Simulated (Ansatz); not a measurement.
# Cr in Ansatz: the effect of Hubbard term

The system is Cr.

```
CELL_PARAMETERS angstrom
-1.48445 1.48445 1.48445
1.48445 -1.48445 1.48445
1.48445 1.48445 -1.48445
ATOMIC_POSITIONS crystal
Cr 0.00000 0.00000 0.00000
```

Alike in all runs:

| Quantity | Value |
| --- | --- |
| Program | Ansatz 0.2.0 |
| Task | density of states |
| Functional | PBEsol |
| Potentials or basis | all-electron LAPW, scalar-relativistic |
| Cutoff | 281 eV (chosen from the basis error) |
| Basis error allowed | 0.001 eV/atom |
| k mesh | 12 × 12 × 12 |
| Occupations | fermi-dirac, width 0.05 eV |
| Spin | collinear spin, ferromagnetic start |
| Starting moments | [3.0] μB |

```tsv
Hubbard term	pressure (GPa)	moment (μB)
Cr d U = 4 eV	?	?
Cr d U = 6 eV	86.0	4.75
Cr d U = 8 eV	92.6	4.86
```

**Question.** What does the run with Hubbard term Cr d U = 4 eV give?

**Answer.** Pressure 70.3 GPa; moment 4.45 μB.

Caveats: the magnetic state may not be the lowest; a pressure of tens of GPa on the cell as given is suspect, and the run, the potentials or the cell itself is likely at fault; U is the effective U less J, on atomic orbitals that reach past the spheres; the U is typed as a test and isn't derived for this compound.
